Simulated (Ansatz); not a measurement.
# Ag (sc type): a single-point run

The task is a single-point run on Ag (sc type).

Computed with Ansatz 0.2.0 (DFT, PBEsol, all-electron LAPW, scalar-relativistic, unless a step's input says otherwise).

1 further run of the same task is left out (set aside as unsound or not needed).

## (1) The structure to begin with

It takes space group Pm-3m (No. 221, cubic). Conventional cell: a = 2.751 Å, b = 2.751 Å, c = 2.751 Å, α = 90.00°, β = 90.00°, γ = 90.00°. Around Ag (site symmetry m-3m) lie 6 Ag at 2.75 Å.

As a file:

```cif
data_structure
_symmetry_space_group_name_H-M 'P 1'
_symmetry_Int_Tables_number 1
_cell_length_a 2.7515
_cell_length_b 2.7515
_cell_length_c 2.7515
_cell_angle_alpha 90.000
_cell_angle_beta 90.000
_cell_angle_gamma 90.000
_cell_volume 20.83
loop_
_atom_site_label
_atom_site_type_symbol
_atom_site_fract_x
_atom_site_fract_y
_atom_site_fract_z
_atom_site_occupancy
Ag1 Ag 0.00000 0.00000 0.00000 1
```

## (2) The run

input.yaml

```yaml
crystal:
  lattice:
    - [2.7514544691, 0.0, 0.0]
    - [0.0, 2.7514544691, 0.0]
    - [0.0, 0.0, 2.7514544691]
  atoms:
    - { symbol: Ag, position: [0.0, 0.0, 0.0], spin: 2.0 }
kpoints:
  mp_grid: { grid: [12, 12, 12] }
  band_path:
    path:
      - [0.0, 0.0, 0.0]
      - [0.0, 0.5, 0.0]
      - [0.5, 0.5, 0.0]
      - [0.0, 0.0, 0.0]
      - [0.5, 0.5, 0.5]
      - [0.0, 0.5, 0.0]
      - [0.5, 0.5, 0.5]
      - [0.5, 0.5, 0.0]
    npoints: 5
scf:
  occupations: { method: fermi_dirac, width: 0.05 }
  max_iter: 75
hamiltonian:
  xc: pbesol
  pseudopotentials: { kind: all_electron, lapw: { basis_error: 0.00025 } }
output:
  forces: true
  stress: true
  eigenvalues: true
```

Launch:

```bash
> ansatz run input.yaml --threads 1 --pin off --max-ram 2048MiB --backend cpu --events-out ev --progress --plain --runs-dir out
```

What happens when this is run?

Nothing was computed: the input was turned down at the start. Its message: «inconsistent input (magnetization.spin_polarized): false but per-atom `spin:`, `per_species`, `initial_magnetization`, `magnetic_field`, or `spin_locking` is set»

Starting moments are given, but spin polarisation is off.

Fix: make the spin settings agree.
